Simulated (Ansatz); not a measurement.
# MnS: the cost of one run

Program: Ansatz 0.2.0. Level of theory: DFT PBE with spin–orbit coupling, plane waves, PAW. These are calculated values, not measurements.

1 further run of the same task is left out (set aside as unsound or not needed). Runs told in other sessions of the task aren't counted.

### Step 1. The starting structure

Symmetry: F-43m, No. 216, cubic system. Conventional cell: a = 5.645 Å, b = 5.645 Å, c = 5.645 Å, α = 90.00°, β = 90.00°, γ = 90.00°. Mn (site symmetry -43m) is surrounded by 4 S at 2.44 Å. S (site symmetry -43m) is surrounded by 4 Mn at 2.44 Å.

As a file:

```cif
data_structure
_symmetry_space_group_name_H-M 'F-43m'
_symmetry_Int_Tables_number 216
_cell_length_a 5.6447
_cell_length_b 5.6447
_cell_length_c 5.6447
_cell_angle_alpha 90.000
_cell_angle_beta 90.000
_cell_angle_gamma 90.000
_cell_volume 179.85
loop_
_atom_site_label
_atom_site_type_symbol
_atom_site_symmetry_multiplicity
_atom_site_Wyckoff_symbol
_atom_site_fract_x
_atom_site_fract_y
_atom_site_fract_z
_atom_site_occupancy
Mn1 Mn 4 a 0.00000 0.00000 0.00000 1
S1 S 4 c 0.25000 0.25000 0.25000 1
```

An earlier run at PBE with spin–orbit coupling left this cell at 22.482 Å³/atom and 0.00 GPa (10×10×10 mesh).

The changes: atom 1 (Mn) moved 0.05 Å along x; strain e5 = +0.02, atoms carried along.

### Step 2. Atom 1 (Mn) moved 0.05 Å along x

The input, input.yaml:

```yaml
crystal:
  lattice:
    - [0.0, 2.8223364285, 2.8223364285]
    - [2.8223364285, 0.0, 2.8223364285]
    - [2.8223364285, 2.8223364285, 0.0]
  atoms:
    - { symbol: Mn, position: [-0.0088579093, 0.0088579093, 0.0088579093], spin: 4.52, spin_axis: [0.0, 0.0, 1.0] }
    - { symbol: S, position: [0.75, 0.75, 0.75] }
basis:
  ecutwfc: 420
  ecutrho_ratio: 4
kpoints:
  mp_grid: { grid: [10, 10, 10] }
hamiltonian:
  xc: pbe
scf:
  occupations: { method: gaussian, width: 0.05 }
  lower_state_search: "off"
output:
  forces: true
  stress: true
  eigenvalues: true
  populations: true
  write_density: true
  write_potential: true
  elf: true
  volumetric_format: npy
magnetization:
  noncollinear: true
  spin_orbit: true
checkpoint:
  read: start.run
  write: ck
  compress: false
  write_wavefunctions: false
  write_every: 100000
```

start.run holds the converged state of the cell before the atoms were moved.

On the command line:

```sh
$ ansatz run input.yaml --threads 4 --pin off --max-ram 7168MiB --backend cpu --events-out ev --progress --plain --runs-dir out
```

What time and memory should one allow on 4 threads of Arm Neoverse V2, shared host?

About 51 s, with a peak of 1.5 GiB.
